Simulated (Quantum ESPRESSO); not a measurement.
Here is a Quantum ESPRESSO 7.5 calculation.

The input pw.in:

```
&CONTROL
  calculation = 'scf'
  prefix = 'pwscf'
  outdir = './tmp'
  pseudo_dir = './pseudo'
  tprnfor = .true.
  tstress = .true.
  disk_io = 'low'
/
&SYSTEM
  ibrav = 0
  nat = 1
  ntyp = 1
  ecutwfc = 76
  nbnd = 32
  occupations = 'smearing'
  smearing = 'mp'
  degauss = 0.01999163
  noncolin = .true.
  lspinorb = .true.
/
&ELECTRONS
  conv_thr = 2d-10
  electron_maxstep = 120
  mixing_beta = 0.5
/
ATOMIC_SPECIES
Au   196.9666 Au.upf
CELL_PARAMETERS angstrom
   0.0000000000    2.0350000000    2.0350000000
   2.0350000000    0.0000000000    2.0350000000
   2.0350000000    2.0350000000    0.0000000000
ATOMIC_POSITIONS crystal
Au     0.0000000000    0.0000000000    0.0000000000
K_POINTS automatic
9 9 9 0 0 0
```

The input scf2.in:

```
&CONTROL
  calculation = 'scf'
  prefix = 'pwscf'
  outdir = './tmp'
  pseudo_dir = './pseudo'
  tprnfor = .true.
  tstress = .true.
  disk_io = 'low'
/
&SYSTEM
  ibrav = 0
  nat = 1
  ntyp = 1
  ecutwfc = 76
  nbnd = 32
  occupations = 'smearing'
  smearing = 'mp'
  degauss = 0.01999163
  noncolin = .true.
  lspinorb = .true.
/
&ELECTRONS
  conv_thr = 1d-13
  electron_maxstep = 120
  mixing_beta = 0.5
  startingpot = 'file'
  startingwfc = 'file'
/
ATOMIC_SPECIES
Au   196.9666 Au.upf
CELL_PARAMETERS angstrom
   0.0000000000    2.0350000000    2.0350000000
   2.0350000000    0.0000000000    2.0350000000
   2.0350000000    2.0350000000    0.0000000000
ATOMIC_POSITIONS crystal
Au     0.0000000000    0.0000000000    0.0000000000
K_POINTS automatic
9 9 9 0 0 0
```

The input ph.in:

```
phonons of Au
&INPUTPH
  prefix = 'pwscf'
  outdir = './tmp'
  tr2_ph = 1d-18
  fildyn = 'dyn'
  niter_ph = 90
  alpha_mix(1) = 0.4
/
0.3535533906 0.3535533906 0.3535533906
```

Potentials or basis: PseudoDojo 0.4 FR PBEsol standard.

The run is started by

```sh
$ OMP_NUM_THREADS=1 pw.x -in pw.in > pw.out
$ OMP_NUM_THREADS=1 pw.x -in scf2.in > scf2.out
$ OMP_NUM_THREADS=1 ph.x -in ph.in > ph.out
```

**Question.** Estimate the highest phonon frequency at the q point run.

**Answer.** -53 cm⁻¹.

**Question.** Estimate the most unstable mode.

**Answer.** 93i cm⁻¹.

**Question.** What does it give for the pressure?

**Answer.** 0.3 GPa.

**Question.** What does it give for the band gap on the k mesh?

**Answer.** None (metal or under the smearing width).

Phonon modes at q = (0.500, 0.500, 0.500) in reciprocal lattice units:
| mode | symmetry | cm⁻¹ |
| --- | --- | --- |
| 1 | E_u | -93 |
| 2 | E_u | -93 |
| 3 | A_2u | -53 |

Caveat: the mesh is thin for the phonons of a metal; some modes are imaginary; the q point doesn't lie on the k mesh, which can shift a metal's frequencies strongly unless the mesh is converged.
